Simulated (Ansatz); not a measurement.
The calculation used Ansatz 0.2.0, DFT PBE, scalar-relativistic, plane waves, PAW. Cutoff 420 eV, Γ-centred 8×8×8 mesh (8-atom cell), Gaussian smearing of 0.10 eV, no spin polarisation.

Formation energies are uncorrected and count from the elements' standard states at the same level.

**Question.** Propose a candidate for a tetragonal metal that holds N and 1 more element, with a formation energy near −0.51 eV/atom and about 14 Å³ per atom, in a cell of 8 atoms.

**Answer.** TaN, space group P-42m (No. 111). Ta is surrounded by 4 N at 2.04–2.11 Å; N on a site of symmetry -42m has 4 Ta at 2.11 Å; N on a site of symmetry 222 is surrounded by 4 Ta at 2.04 Å and 2 N at 2.50 Å; around N on a second site of symmetry -42m lie 4 Ta at 2.07 Å and 4 N at 2.50 Å.

Space group P-42m (No. 111). a = 5.004 Å, b = 5.004 Å, c = 4.445 Å, α = 90.00°, β = 90.00°, γ = 90.00°
```csv
atom,site,symmetry,x,y,z
Ta,4n,..m,0.7549,0.7549,0.7715
N,1c,-42m,0.0000,0.0000,0.5000
N,2e,222.,0.0000,0.5000,0.0000
N,1d,-42m,0.5000,0.5000,0.0000
```

| Quantity | Value |
| --- | --- |
| Volume per atom | 13.91 Å³ |
| Density | 11.64 g/cm³ |
| Formation energy | −0.51 eV/atom |
| Gap on the 8×8×8 mesh of the 8-atom cell | 0 eV (a metal) |

It was reached by relaxing an invented guess, and it needn't be the stable form of this composition. The answer needn't be unique; the calculation gave this one.

These runs have no spin–orbit coupling, which can matter for Ta. Symmetry constrained the relaxation, so the result can be a saddle point.
